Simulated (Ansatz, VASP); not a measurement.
# Two plane-wave programs on Zn

Contents of INCAR:

```
  ALGO = Normal
  EDIFF = 1E-6
  ENCUT = 520
  GGA = PS
  ISIF = 2
  ISMEAR = 0
  LASPH = True
  LCHARG = True
  LELF = True
  LREAL = False
  LVHAR = True
  LWAVE = False
  NBANDS = 12
  NELM = 100
  PREC = Accurate
  SIGMA = 0.15
```

The input KPOINTS:

```
k-points
0
Gamma
  24 24 24
```

POSCAR

```
Zn
1.0
   -1.5690370000      1.5690370000      1.5690370000
    1.5690370000     -1.5690370000      1.5690370000
    1.5690370000      1.5690370000     -1.5690370000
Zn
1
Direct
    0.0000000000      0.0000000000      0.0000000000
```

Input for Ansatz:

```yaml
crystal:
  lattice:
    - [-1.569037, 1.569037, 1.569037]
    - [1.569037, -1.569037, 1.569037]
    - [1.569037, 1.569037, -1.569037]
  atoms:
    - { symbol: Zn, position: [0.0, 0.0, 0.0] }
basis:
  ecutwfc: 420
kpoints:
  mp_grid: { grid: [24, 24, 24] }
hamiltonian:
  xc: pbesol
scf:
  occupations: { method: gaussian, width: 0.15 }
output:
  forces: true
  stress: true
  eigenvalues: true
```

This isn't the form of Zn at room conditions, which is hcp.

Alike in both runs: task single point; functional PBEsol; k mesh 24 × 24 × 24; occupations gaussian, width 0.15 eV; no spin polarisation.

```csv
,VASP,Ansatz
version,VASP 6.6.1,Ansatz 0.2.0
potentials or method,"VASP PAW PBE potentials, release 64 (Zn)","scalar-relativistic, plane waves, PAW"
plane-wave cutoff (eV),520,420
valence electrons in the cell,12,12
```

Ansatz gave:

- gap on the k mesh at the Fermi level (eV): none
- pressure (GPa): -5.2

Question: What did VASP give for the same quantities?

Answer: gap on the k mesh at the Fermi level (eV): none; pressure (GPa): -4.8.

A gap of «none» marks a metal or a gap that the smearing closes.

Caveats: the PAW data sets were made with another functional, which shifts forces and pressure a little (VASP).
